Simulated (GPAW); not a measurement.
# Ru (P6_3/mmc) in GPAW: band structure with r2SCAN

Aim: the band structure of Ru with r2SCAN.

Program: GPAW 26.7.0. These are calculated values, not measurements. Logs are shortened: lines on timing, memory, paths and dates and some standing lists are left out, and cuts for length are marked. The log counts tension as positive stress, the text compression.

## 1. The crystal as given

The structure is hexagonal, space group P6_3/mmc (No. 194). The conventional cell has a = 2.706 Å, b = 2.706 Å, c = 4.282 Å, α = 90.00°, β = 90.00°, γ = 120.00°. Around Ru (site symmetry -6m2) lie 12 Ru at 2.65 to 2.71 Å.

## 2. Band structure, r2SCAN

Input file run.py:

```python
from ase.dft.bandgap import bandgap
from ase.io import read, write
from ase.units import GPa
from gpaw import GPAW, PW

atoms = read('Ru.xyz')

calc = GPAW(mode=PW(600),
            xc='MGGA_X_R2SCAN+MGGA_C_R2SCAN',
            kpts={'size': (11, 11, 6), 'gamma': True},
            occupations={'name': 'fermi-dirac', 'width': 0.05},
            nbands=29,
            convergence={'density': 1e-05, 'energy': 1e-05},
            maxiter=150,
            txt='gpaw.txt')
atoms.calc = calc
energy = atoms.get_potential_energy()
forces = atoms.get_forces()
stress = atoms.get_stress()
calc.write('gs.gpw')
write('result.traj', atoms)
print(f'Energy: {energy:.6f} eV')
print('Forces (eV/A):')
print(forces.round(4))
print('Stress (GPa):', (stress / GPa).round(3))
print('Fermi level:', round(calc.get_fermi_level(), 4), 'eV')
print(f'Gap: {bandgap(calc)[0]:.4f} eV, direct: {bandgap(calc, direct=True)[0]:.4f} eV')

path = atoms.cell.bandpath('GMKGALHA,LM,KH', npoints=60, eps=1e-4)
bs_calc = calc.fixed_density(kpts=path, symmetry='off', nbands=40,
                             convergence={'bands': 'CBM+6.0', 'eigenstates': 1e-6}, txt='bands.txt')
bs = bs_calc.band_structure()
bs.write('bs.json')
print(f'Gap on the path: {bandgap(bs_calc)[0]:.4f} eV')
```

Input file Ru.xyz:

```xyz
2
Lattice="2.7058000000 0.0000000000 0.0000000000 -1.3529000000 2.3432915376 0.0000000000 0.0000000000 0.0000000000 4.2819000000" Properties=species:S:1:pos:R:3 pbc="T T T"
Ru     1.3529000001      0.7810971791      3.2114250000
Ru    -0.0000000001      1.5621943585      1.0704750000
```

Potentials or basis: GPAW PAW data sets (gpaw-data 1.2.1), pw.

Run with:

```console
OMP_NUM_THREADS=1 python run.py
```

gpaw.txt:

```text
__  _  _
 | _ |_)|_||  |
 |__||  | ||/\| - 26.7.0

Input parameters:
  mode=PW(ecut=600.0),
  convergence={'density': 1e-05, 'energy': 1e-05},
  kpts=MonkhorstPack(size=(11, 11, 6), gamma=True),
  maxiter=150,
  nbands=29,
  occupations=Occupations(name='fermi-dirac', width=0.05),
  xc=XC(name='MGGA_X_R2SCAN+MGGA_C_R2SCAN')

Diagonalizing LCAO Hamiltonian
Converting LCAO to pw mode

          Ru

        Ru

Atoms  # Å, Bohr magnetons
|   | symbol |         x |        y |        z |    initial magnetic moments |
|---|--------|-----------|----------|----------|-----------------------------|
| 0 |     Ru |  1.352900 | 0.781097 | 3.211425 | ( 0.0000,  0.0000,  0.0000) |
| 1 |     Ru | -0.000000 | 1.562194 | 1.070475 | ( 0.0000,  0.0000,  0.0000) |

Unit cell  # Å
| periodic |         x |        y |        z |  lengths |     angles |
|----------|-----------|----------|----------|----------|------------|
|      yes |  2.705800 | 0.000000 | 0.000000 | 2.705800 |  90.000000 |
|      yes | -1.352900 | 2.343292 | 0.000000 | 2.705800 |  90.000000 |
|      yes |  0.000000 | 0.000000 | 4.281900 | 4.281900 | 120.000000 |

Number of symmetries: 12
Symmetry operations  # r_c * U_cc + t_c -> r_c
|    | kind |            matrix            |
|----|------|------------------------------|
|  0 |  σ   |  1, 1, 0,  0,-1, 0,  0, 0, 1 |
|  1 |  S6  |  1, 1, 0, -1, 0, 0,  0, 0,-1 |
|  2 |  E   |  1, 0, 0,  0, 1, 0,  0, 0, 1 |
|  3 |  C2  |  1, 0, 0, -1,-1, 0,  0, 0,-1 |
|  4 |  C2  |  0, 1, 0,  1, 0, 0,  0, 0,-1 |
|  5 |  C3  |  0, 1, 0, -1,-1, 0,  0, 0, 1 |
|  6 |  S6  |  0,-1, 0,  1, 1, 0,  0, 0,-1 |
|  7 |  σ   |  0,-1, 0, -1, 0, 0,  0, 0, 1 |
|  8 |  σ   | -1, 0, 0,  1, 1, 0,  0, 0, 1 |
|  9 |  i   | -1, 0, 0,  0,-1, 0,  0, 0,-1 |
| 10 |  C3  | -1,-1, 0,  1, 0, 0,  0, 0, 1 |
| 11 |  C2  | -1,-1, 0,  0, 1, 0,  0, 0,-1 |

BZ-sampling:
  Number of BZ points: 726
  Number of IBZ points: 84

  Monkhorst-Pack size: [11, 11, 6]
  Monkhorst-Pack shift: [0.0, 0.0, 0.08333333333333333]

K-points  # in reciprocal-cell coordinates
|     |                                coordinates |     weight |
|-----|--------------------------------------------|------------|
|   0 | (  0.00000000,   0.00000000,   0.00000000) | 0.00137741 |
|   1 | (  0.00000000,   0.00000000,   0.16666667) | 0.00275482 |
|   2 | (  0.00000000,   0.00000000,   0.33333333) | 0.00275482 |
|   3 | (  0.00000000,   0.00000000,   0.50000000) | 0.00137741 |
|   4 | (  0.09090909,   0.00000000,  -0.33333333) | 0.00826446 |
|   5 | (  0.09090909,   0.00000000,  -0.16666667) | 0.00826446 |
|   6 | (  0.09090909,   0.00000000,   0.00000000) | 0.00826446 |
|   7 | (  0.09090909,   0.00000000,   0.16666667) | 0.00826446 |
|   8 | (  0.09090909,   0.00000000,   0.33333333) | 0.00826446 |
|   9 | (  0.09090909,   0.00000000,   0.50000000) | 0.00826446 |
| ... |                                            |            |
|  83 | (  0.45454545,   0.45454545,   0.50000000) | 0.00826446 |

Plane wave coefficients: 935
Cutoff: 600.0 eV

Spin-components: 1 (collinear spins)
Bands:           29
Projectors:      12
Spin-degeneracy: 2
Datatype:        complex128

Parallelization:
  kpt:    1
  domain: 1
  band:   1

Density:
  Valence electrons: 32.0
  Components: 1
  Grid points: [16 16 25]
  Charge: 0.0  # |e|

Potential:
  Grid points: [16 16 25]

species:
  Ru:
    name:    Ruthenium
    Z:       44.0
    valence: 16
    core:    28
    charge:  0.0  # [|e|]
    compensation charges:
      type: gauss
      rc: 0.39  # [Å]
      lmax: 2
    cutoffs:
      filter: 2.16  # [Å]
      core: 1.30  # [Å]
    projectors
    | kind |    occ | energy [eV] | rcut [Å] |
    |------|--------|-------------|----------|
    |   4s |  2.000 |     -76.316 |    1.281 |
    |   5s |  1.000 |      -4.236 |    1.281 |
    |   4p |  6.000 |     -46.423 |    1.286 |
    |   5p |  0.000 |      -0.913 |    1.286 |
    |   4d |  7.000 |      -5.203 |    1.254 |
    |    d |        |      22.008 |    1.254 |

    Using partial waves for Ru as LCAO basis

Reference energy: -246490.249966  # eV

eigensolver:
  PPCG
  Converge bands: occupied
  niter=2

density mixing:
  MSR1-Mixer
  Pratt-step length: 0.05
  Maximum mixing coefficient: 0.75
  Old densities: 10
  SVD Regularization: 0.005
  Good broyden scale: 1.0
  Trust region scale: 1.0
  Backstep threshold: 4.0
  History deletion threshold: 6.0
  Fourier metric: weight=20.0, sigma=0.015

occupation numbers:
  Fermi-Dirac:
    width: 0.0500  # eV

poisson solver:
  ecut: 4800.0  # eV

xc functional:
  name: MGGA_X_R2SCAN+MGGA_C_R2SCAN with 2 nearest neighbor stencil

convergence criteria:
- Maximum integral of absolute [dens]ity change: 1e-05 electrons / valence electron
- Maximum [total energy] change in last 3 cyles: 1e-05 eV / valence electron
- Maximum integral of absolute [eigenst]ate change: 4e-08 eV^2 / valence electron
maximum number of iterations: 150

SCF iterations
|iter     | |      energy | eigst |  dens |
|---------|-|-------------|-------|-------|
|iter:   1| |  -53.121624 | +0.28 |       |
|iter:   2| |  -43.910561 | -1.70 | -1.06 |
|iter:   3| |  -43.374947 | -2.16 | -1.18 |
|iter:   4| |  -43.161367 | -2.05 | -1.40 |
|iter:   5| |  -43.177041 | -3.21 | -2.09 |
|iter:   6| |  -43.180912 | -3.46 | -2.43 |
|iter:   7| |  -43.180762 | -5.47 | -3.08 |
|iter:   8| |  -43.180768c| -6.85 | -4.10 |
|iter:   9| |  -43.180768c| -8.14c| -4.58 |
|iter:  10| |  -43.180768c| -7.72c| -5.31c|

Converged in 10 steps
Energy contributions relative to reference atoms: (reference = -246490.249966)

Energy contributions:
  Kinetic:         -12.741647
  Coulomb:           5.513820
  Zero:             -0.487706
  External:          0.000000
  Xc:              -35.457285
  Entropy:          -0.015900
  Spinorbit:         0.000000
  ----------------------------
  Free energy:     -43.188718
  Extrapolated:    -43.180768

dipole moment: (0.000000, 0.000000, 0.000001)  # |e|*Ang

Fermi level: 13.241
Eigenvalues  # (at kpt = [0.000, 0.000, 0.000])
| band index |      eig [eV] | occ [0-2] |
|------------|---------------|-----------|
|          0 |       -61.992 |     2.000 |
|        ... |               |           |
|          9 |         6.898 |     2.000 |
|         10 |        10.626 |     2.000 |
|         11 |        10.626 |     2.000 |
|         12 |        10.802 |     2.000 |
|         13 |        11.320 |     2.000 |
|         14 |        11.320 |     2.000 |
[... 8 lines left out ...]
|         23 |        32.791 |     0.000 |
|         24 |        37.828 |     0.000 |
|        ... |               |           |
|         28 |        39.647 |     0.000 |

No gap
No difference between direct/indirect transitions

Forces  # eV/Ang
|       x |        y |        z |
|---------|----------|----------|
| 0.00000 |  0.00000 |  0.00014 |  # Ru   0
| 0.00000 | -0.00000 | -0.00014 |  # Ru   1

Stress tensor  # eV/Ang^3
|         x |         y |         z |
|-----------|-----------|-----------|
|  0.000216 | -0.000000 |  0.000000 |
| -0.000000 |  0.000216 | -0.000000 |
|  0.000000 | -0.000000 |  0.005052 |

# Writing to gs.gpw (mode='')
```

Wall time 1.8 min (1 thread of Arm Neoverse V2, shared host); peak memory 0.33 GiB.

Results:

| Property | Result |
| --- | --- |
| Free energy | -43.1887 eV |
| Pressure | -0.3 GPa |
| Band gap along the path | none (metal or under the smearing width) |

Levels at the corners of the path, in eV from the Fermi level:
```tsv
point	band 13	band 14	band 15	band 16	band 17	band 18	band 19	band 20
Γ	-2.44	-1.92	-1.92	-1.39	-1.39	1.29	1.29	1.48
M	-2.09	-1.76	-1.50	1.54	1.97	2.04	4.31	6.52
K	-2.89	-2.89	-1.04	1.12	1.12	1.55	7.42	7.76
Γ	-2.44	-1.92	-1.92	-1.39	-1.39	1.29	1.29	1.48
A	-2.79	-2.79	-2.72	-2.72	0.62	0.62	0.62	0.62
L	-1.04	-1.04	0.55	0.55	1.80	1.80	3.64	3.64
H	-2.75	-2.75	-1.17	-1.17	1.34	1.34	8.94	8.94
A	-2.79	-2.79	-2.72	-2.72	0.62	0.62	0.62	0.62
L	-1.04	-1.04	0.55	0.55	1.80	1.80	3.64	3.64
M	-2.09	-1.76	-1.50	1.54	1.97	2.04	4.31	6.52
K	-2.89	-2.89	-1.04	1.12	1.12	1.55	7.42	7.76
H	-2.75	-2.75	-1.17	-1.17	1.34	1.34	8.94	8.94
```

Caveat: the PAW data sets were made with another functional, which shifts forces and pressure a little.
